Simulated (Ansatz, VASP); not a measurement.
BN in VASP and in Ansatz

INCAR

```
PREC = Accurate ; ENCUT = 520
EDIFF = 1E-7 ; ISMEAR = 0
SIGMA = 0.05 ; LREAL = False
LASPH = True ; NELM = 80
ALGO = Normal ; ISIF = 2
LWAVE = False ; LCHARG = True
LELF = True ; LVHAR = True
NBANDS = 16
```

File KPOINTS:

```
regular mesh
0
Gamma
  12 12 4
```

Contents of POSCAR:

```
BN
1.0
    2.6433818912      0.0000000000      0.0000000000
   -1.3216909456      2.2892358697      0.0000000000
    0.0000000000      0.0000000000      5.9772087543
B N
2 2
Direct
    0.3333333333      0.6666666667      0.2500000000
    0.6666666667      0.3333333333      0.7500000000
    0.3333333333      0.6666666667      0.7500000000
    0.6666666667      0.3333333333      0.2500000000
```

Input for Ansatz:

```yaml
crystal:
  lattice:
    - [2.6433818912, 0.0, 0.0]
    - [-1.3216909456, 2.2892358697, 0.0]
    - [0.0, 0.0, 5.9772087543]
  atoms:
    - { symbol: B, position: [0.3333333333, 0.6666666667, 0.25] }
    - { symbol: B, position: [0.6666666667, 0.3333333333, 0.75] }
    - { symbol: "N", position: [0.3333333333, 0.6666666667, 0.75] }
    - { symbol: "N", position: [0.6666666667, 0.3333333333, 0.25] }
basis:
  ecutwfc: 420
kpoints:
  mp_grid: { grid: [12, 12, 4] }
hamiltonian:
  xc: lda
scf:
  occupations: { method: gaussian, width: 0.05 }
output:
  forces: true
  stress: true
  eigenvalues: true
```

Alike in both runs: task single point; functional LDA; k mesh 12 × 12 × 4; occupations gaussian, width 0.05 eV; no spin polarisation.

|  | VASP | Ansatz |
| --- | --- | --- |
| version | VASP 6.6.1 | Ansatz 0.2.0 |
| potentials or method | VASP PAW LDA potentials, release 64 (B, N) | scalar-relativistic, plane waves, PAW |
| plane-wave cutoff (eV) | 520 | 420 |
| valence electrons in the cell | 16 | 16 |

VASP gave:

* gap on the k mesh at the Fermi level (eV): 3.68
* least direct gap on the mesh (eV): 3.85

Estimate Ansatz's values.

gap on the k mesh at the Fermi level (eV): 3.69; least direct gap on the mesh (eV): 3.87.

 Expect the measured gap to be larger: semilocal functionals such as LDA lack the derivative discontinuity. A k mesh can miss the band edges.
